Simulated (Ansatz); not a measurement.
## HfO2: changing the pressure

The cell as given:

```
Hf O
1.0
     5.21946    0.00000    0.00000
     0.00000    5.00476    0.00000
     0.00000    0.00000    5.03269
Hf O
4 8
Direct
  0.96699 0.73252 0.74144
  0.53301 0.73252 0.24144
  0.46699 0.26748 0.74144
  0.03301 0.26748 0.24144
  0.63213 0.92865 0.87927
  0.86787 0.92865 0.37927
  0.23395 0.53988 0.49229
  0.26605 0.53988 0.99229
  0.76605 0.46012 0.99229
  0.73395 0.46012 0.49229
  0.13213 0.07135 0.87927
  0.36787 0.07135 0.37927
```

Measurements of this composition are mostly on another form, of space group No. 14.

Kept alike: task relaxation of cell and atoms; functional PBE; k mesh 4 × 5 × 4; occupations fermi-dirac, width 0.05 eV; no spin polarisation. Program: Ansatz, Ansatz PAW, cutoff 420 eV. The mesh is that of the run's cell of 12 atoms. No spin-orbit coupling.

```csv
"pressure, P (GPa)",volume (Å³/atom),first edge of the run's cell (Å),third edge of the run's cell (Å)
0,11.407,5.294,5.101
2,11.295,5.274,5.084
5,11.141,5.249,5.060
20,10.483,5.164,4.933
```

The relaxations keep at least the cell's symmetry (Pca2_1). The runs follow the start's structure, whether or not it is the stable one at these pressures. Ansatz's relaxations hold a Pulay term in the stress (up to 0.9 GPa here). P is the pressure aimed at, which the runs meet within some hundredths to tenths of a GPa.

The volume falls from 11.407 to 10.483 Å³/atom between 0 and 20 GPa. The volume falls ever more slowly, since the solid stiffens under load. At the pressures aimed at, which the runs meet within some tenths of a GPa, the step from 0 to 5 GPa gives a mean bulk modulus near 212 GPa, the last step 246 GPa. The first edge of the run's cell falls from 5.294 to 5.164 Å between 0 and 20 GPa. The third edge of the run's cell falls from 5.101 to 4.933 Å between 0 and 20 GPa.
